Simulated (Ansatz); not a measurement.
# Ni (Fm-3m) in Ansatz: a series of runs

Runs on Ni. Level: PBE. Tasks: band structure.

Program: Ansatz 0.2.0. These are calculated values, not measurements. Logs are shortened: lines on timing, memory, paths and dates and some standing lists are left out, and cuts for length are marked.

## (1) The crystal as given

It takes space group Fm-3m (No. 225, cubic). Conventional cell: a = 3.475 Å, b = 3.475 Å, c = 3.475 Å, α = 90.00°, β = 90.00°, γ = 90.00°. Ni (site symmetry m-3m) is surrounded by 12 Ni at 2.46 Å.

## (2) Band structure, PBE, collinear spin, ferromagnetic start, 10.07 Å³/atom

The input, input.yaml:

```yaml
crystal:
  lattice:
    - [0.0, 1.737572933, 1.6680700157]
    - [1.737572933, 0.0, 1.6680700157]
    - [1.737572933, 1.737572933, 0.0]
  atoms:
    - { symbol: Ni, position: [0.0, 0.0, 0.0], spin: 1.0 }
hamiltonian:
  xc: pbe
  pseudopotentials: { kind: paw }
magnetization:
  spin_polarized: true
kpoints:
  mp_grid: { grid: [11, 11, 11] }
  band_path:
    path:
      - [[0.0, 0.0, 0.0], [0.0, 0.5, 0.5], [0.2712673611, 0.5, 0.7712673611], [0.3856336806, 0.3856336806, 0.7712673611], [0.0, 0.0, 0.0], [-0.5, -0.5, 0.0], [-0.3856336806, -0.3856336806, 0.2287326389], [0.0, 0.0, 0.5], [-0.25, 0.25, 0.5], [-0.5, -0.2712673611, 0.2287326389], [-0.5, -0.5, 0.0]]
      - [[0.0, 0.5, 0.5], [-0.25, 0.25, 0.5]]
    npoints: 14
scf:
  occupations: { method: fermi_dirac, width: 0.05 }
  n_extra_bands: 6
output:
  forces: true
  stress: true
  eigenvalues: true
  fatbands: true
```

Potentials or basis: Ansatz PAW.

Run with:

```
> ansatz run input.yaml --threads 2 --pin off --max-ram 5632MiB --backend cpu --events-out ev --progress --plain --runs-dir out
```

The log of the run:

```text
Warning: RAYON_NUM_THREADS=2 ignored (pool sized by the plan → 2); use --threads N
scf.n_extra_bands = 6 over 9 filled bands (N_el = 18.0): the run solves 15 bands
Engine: ansatz 0.2.0, x86_64-unknown-linux-gnu
Pseudopotentials: kind: paw
Pseudopotential: Ni, paw, valence charge 18, recommended cutoff 420 eV (normal), Ni.paw.azcp
Functional definition: PBE
  parameter kappa = 0.804
  parameter beta = 0.06672455060314922
  exchange = pbe_x(kappa = kappa, mu = beta*pi^2/3)
  correlation = pbe_c(beta = beta)
Crystal: 1 atoms, lattice volume = 10.072 Å³
Basis set: ecut = 420 eV, 181 PW (Γ), exchange–correlation on 36×36×36 points (8 copies of the dense FFT grid, shifted against one another)
Bands: 15, of which v1, the nominal top of the filled ones, is band 9 counted from 1 (8 counted from 0)
Symmetry: 16 space group operations
Space group: I4/mmm (ITA 139), of the structure as read, at distance tolerance 2.2e-5 Å
Magnetic group: BNS 139.531 (UNI 1191), of the structure as read, at distance tolerance 2.2e-5 Å
k-points: 126 of 1331
Non-local potential: Ni, projectors of the file, l = 0: 3, l = 1: 2, l = 2: 3, l = 3: 1
PAW form: soft (Blöchl's): semilocal exchange-correlation on the pseudo side does not see the compensation charge
PAW one-centre angular grid: Ni, 590 points (default); XC on 64 Gauss nodes
Initial density: superposition of atomic densities (chi_scale 0.1, normalization cell)
Starting moments: Σ|m| = 1 μB on 1 of 1 site
Initial wavefunctions: pseudopotential atomic-orbital guess
Functional: x = pbe(κ = 0.804, μ = 0.2195149727645171), c = pbe(β = 0.06672455060314922)
SCF iter   1: F=—  HF=-5838.900201 eV  |F-HF|=—  |Δ(HF+E_count)|=         —  Δρ=6.71e-2 (↑6.34e-2 ↓6.71e-2)  dr2=9.90e-1  dr2_m=1.04e-2  M=0.819 μB ∫|m|=0.877 μB  β_m=0.30  ethr=3.10e-3  ⟨swp⟩=5.7  Hψ=19625  notcnv=0
Mixer restart at iter 1: flushing history
preconditioner: auto → none  [metal: Δε(μ)=0.003 eV  Ē_g=19.399 eV  σ=0.050 eV  W_gap=0.02  n_scr=0 (ndim 8)  ℏωp=37.0 eV  f_vac=0.000  D(μ)=1.65/eV (n_scr^D=26)]
SCF iter   2: F=—  HF=-5838.691313 eV  |F-HF|=—  |Δ(HF+E_count)|=   2.09e-1  Δρ=7.16e-2 (↑2.61e-2 ↓7.16e-2)  dr2=3.90e-1  dr2_m=7.53e-2  M=0.657 μB ∫|m|=0.717 μB  β_m=0.24  ethr=3.10e-3  ⟨swp⟩=3.0  Hψ=8248  notcnv=0  defer=317
SCF iter   3: F=—  HF=-5838.867909 eV  |F-HF|=—  |Δ(HF+E_count)|=   1.77e-1  Δρ=3.68e-2 (↑1.48e-2 ↓3.68e-2)  dr2=3.22e-2  dr2_m=5.12e-2  M=0.662 μB ∫|m|=0.726 μB  β_m=0.31  ethr=2.17e-3  ⟨swp⟩=2.3  Hψ=5967  notcnv=0  defer=316
SCF iter   4: F=—  HF=-5839.256915 eV  |F-HF|=—  |Δ(HF+E_count)|=   3.89e-1  Δρ=2.98e-2 (↑9.23e-3 ↓2.98e-2)  dr2=3.24e-2  dr2_m=2.75e-2  M=0.625 μB ∫|m|=0.695 μB  β_m=0.67  ethr=1.79e-4  ⟨swp⟩=2.5  Hψ=6440  notcnv=0  defer=323
SCF iter   5: F=—  HF=-5839.651422 eV  |F-HF|=—  |Δ(HF+E_count)|=   3.95e-1  Δρ=1.30e-2 (↑5.57e-3 ↓1.30e-2)  dr2=1.79e-2  dr2_m=1.77e-3  M=0.579 μB ∫|m|=0.659 μB  β_m=0.87  ethr=1.79e-4  ⟨swp⟩=2.9  Hψ=7345  notcnv=0  defer=327
SCF iter   6: F=—  HF=-5839.679836 eV  |F-HF|=—  |Δ(HF+E_count)|=   2.84e-2  Δρ=5.77e-3 (↑2.22e-3 ↓5.77e-3)  dr2=3.54e-3  dr2_m=3.47e-4  M=0.574 μB ∫|m|=0.657 μB  β_m=0.91  ethr=9.93e-5  ⟨swp⟩=2.1  Hψ=6452  notcnv=0  defer=326
SCF iter   7: F=—  HF=-5839.680295 eV  |F-HF|=—  |Δ(HF+E_count)|=   4.59e-4  Δρ=1.63e-3 (↑5.81e-4 ↓1.63e-3)  dr2=7.35e-5  dr2_m=1.08e-4  M=0.574 μB ∫|m|=0.657 μB  β_m=0.83  ethr=1.97e-5  ⟨swp⟩=2.6  Hψ=5614  notcnv=0  defer=326
SCF iter   8: F=—  HF=-5839.680280 eV  |F-HF|=—  |Δ(HF+E_count)|=   1.53e-5  Δρ=6.61e-4 (↑2.67e-4 ↓6.61e-4)  dr2=1.04e-5  dr2_m=1.93e-5  M=0.574 μB ∫|m|=0.657 μB  β_m=0.92  ethr=4.09e-7  ⟨swp⟩=1.2  Hψ=4206  notcnv=0  defer=326
SCF iter   9: F=—  HF=-5839.680276 eV  |F-HF|=—  |Δ(HF+E_count)|=   3.64e-6  Δρ=9.10e-5 (↑4.25e-5 ↓9.10e-5)  dr2=1.05e-6  dr2_m=5.90e-8  M=0.574 μB ∫|m|=0.657 μB  β_m=0.96  ethr=5.76e-8  ⟨swp⟩=1.4  Hψ=4185  notcnv=0  defer=326
SCF iter  10: F=—  HF=-5839.680276 eV  |F-HF|=—  |Δ(HF+E_count)|=   1.73e-7  Δρ=2.44e-5 (↑5.12e-6 ↓2.44e-5)  dr2=4.56e-8  dr2_m=9.96e-9  M=0.574 μB ∫|m|=0.657 μB  β_m=0.96  ethr=5.83e-9  ⟨swp⟩=1.5  Hψ=4361  notcnv=0  defer=326
SCF iter  11: F=-5839.680276 eV  HF=-5839.680276 eV  |F-HF|=7.97e-10  |Δ(HF+E_count)|=  6.09e-10  Δρ=2.98e-6 (↑1.28e-6 ↓2.98e-6)  dr2=9.92e-10  dr2_m=7.86e-11  M=0.574 μB ∫|m|=0.657 μB  ethr=2.53e-10  ⟨swp⟩=6.4  Hψ=15599  notcnv=0
SCF 1 converged in 11 iterations: F = -5839.680276 eV  dr2 = 9.92e-10
NSCF: frozen V_eff on 156 k-points
SCF converged after 11 iterations
Magnetization: 0.5735 μB (9.2868 up, 8.7132 down)
Absolute magnetization: 0.6577 μB (∫|ρ↑−ρ↓|, with the PAW one-centre terms)
Spin contamination: 0.0051 ħ² per cell (⟨S²⟩ above its minimum at these occupations)
Per-site moments (μB) at R_I (Å): [(0.6100608303537312, 0.9935700475609954)]
Free energy (F): -5839.680276 eV
Harris-Foulkes:  -5839.680276 eV  (|F-HF|=7.97e-10)
Internal energy: -5839.667668 eV  (E = F + TS)
E sigma→0 (E₀):  -5839.673972 eV
Entropy (-TS):   -0.012608 eV (-12.608 meV/atom)
Fermi energy:    20.008470 eV
--- Per-component energies (eV) ---
  E_band       = -254.410553
  E_kinetic    = 283.809584
  E_local      = -3309.172876  (includes V_loc(G=0)·N_el)
  E_nonlocal   = 634.916428
  E_hartree    = 1385.133942
  E_xc         = -85.616288
  E_vxc        = -110.459602  (∫ρ·V_xc dr)
  E_paw        = -1628.979577  (= ΣΔE_a)
  E_vpaw       = -523.770165  (= ΣTr[D̂ρ^β])
  E_aug_tail   = 0.000568  (compensation charges beyond the density's cutoff)
  E_ewald      = -3119.759449
  E_smearing   = -0.012608  (= −TS)
  E_closure    = 0.000000  (closes the sum)
  Σ components = -5839.680276   (vs F -5839.680276, Δ=0.00e0)
--- Forces (eV/Å), atoms counted from 1 ---
  atom   1  Ni    -0.00000000     0.00000000     0.00000000
  max |Σ_I F_I| component: 8.63e-32 eV/Å
--- Stress (GPa, compression-positive) ---
       16.702429       0.000000      -0.000000
        0.000000      16.702429      -0.000000
        0.000000      -0.000000      22.413418
  P = ⅓ Tr σ = 18.6061 GPa (186.061 kbar)
--- Band table (eV; the first three rows and the last of 252) ---
  k-point 0 ↑: bands = ["-83.7580", "-43.9822", "-43.9822", "-43.9652", "10.3415", "17.3004", "17.3004", "17.5693", "18.5440", "18.8432", "44.1640", "48.5021", "48.5021", "49.1412", "51.2870"]
  k-point 1 ↑: bands = ["-83.7542", "-44.0017", "-43.9862", "-43.9717", "10.6828", "17.2535", "17.3775", "17.6002", "18.5224", "18.8020", "42.9953", "45.9501", "47.8526", "48.2448", "52.3537"]
  k-point 2 ↑: bands = ["-83.7441", "-44.0625", "-43.9970", "-43.9802", "11.6584", "17.0822", "17.5079", "17.7242", "18.5541", "18.7529", "38.6965", "44.9157", "46.8842", "47.3689", "52.5500"]
  k-point 125 ↓: bands = ["-82.9172", "-43.4907", "-43.3619", "-43.3501", "15.2982", "15.9630", "19.9272", "19.9671", "20.4036", "23.8295", "30.8746", "33.0368", "35.1523", "40.9851", "45.5386"]
```

Run time: 1.9 s. Hardware: 2 threads of Intel Xeon 6975P-C (Granite Rapids), shared host; peak memory 0.35 GiB.

Results:

```
Free energy            : -5839.6803 eV
Pressure               : 18.6 GPa
Band gap on the k mesh : none (metal or under the smearing width)
Net moment             : 0.57 μB per cell
Absolute moment        : 0.66 μB per cell
Site moments           : Ni +0.61 μB
```

## (3) Band structure, PBE, collinear spin, ferromagnetic start, 10.28 Å³/atom

The input, input.yaml:

```yaml
crystal:
  lattice:
    - [0.0, 1.737572933, 1.7028214743]
    - [1.737572933, 0.0, 1.7028214743]
    - [1.737572933, 1.737572933, 0.0]
  atoms:
    - { symbol: Ni, position: [0.0, 0.0, 0.0], spin: 1.0 }
hamiltonian:
  xc: pbe
  pseudopotentials: { kind: paw }
magnetization:
  spin_polarized: true
kpoints:
  mp_grid: { grid: [11, 11, 11] }
  band_path:
    path:
      - [[0.0, 0.0, 0.0], [0.0, 0.5, 0.5], [0.2603082049, 0.5, 0.7603082049], [0.3801541025, 0.3801541025, 0.7603082049], [0.0, 0.0, 0.0], [-0.5, -0.5, 0.0], [-0.3801541025, -0.3801541025, 0.2396917951], [0.0, 0.0, 0.5], [-0.25, 0.25, 0.5], [-0.5, -0.2603082049, 0.2396917951], [-0.5, -0.5, 0.0]]
      - [[0.0, 0.5, 0.5], [-0.25, 0.25, 0.5]]
    npoints: 14
scf:
  occupations: { method: fermi_dirac, width: 0.05 }
  n_extra_bands: 6
output:
  forces: true
  stress: true
  eigenvalues: true
  fatbands: false
  write_density: true
  write_potential: true
  elf: true
  volumetric_format: npy
```

Potentials or basis: Ansatz PAW.

Run with:

```
> ansatz run input.yaml --threads 2 --pin off --max-ram 5632MiB --backend cpu --events-out ev --progress --plain --runs-dir out
```

Wall time 1.9 s (2 threads of Intel Xeon 6975P-C (Granite Rapids), shared host); peak memory 0.36 GiB.

Results (log left out):

- Free energy: -5839.7046 eV
- Pressure: 12.9 GPa
- Band gap on the k mesh: none (metal or under the smearing width)
- Net moment: 0.57 μB per cell
- Absolute moment: 0.66 μB per cell
- Site moments: Ni +0.61 μB
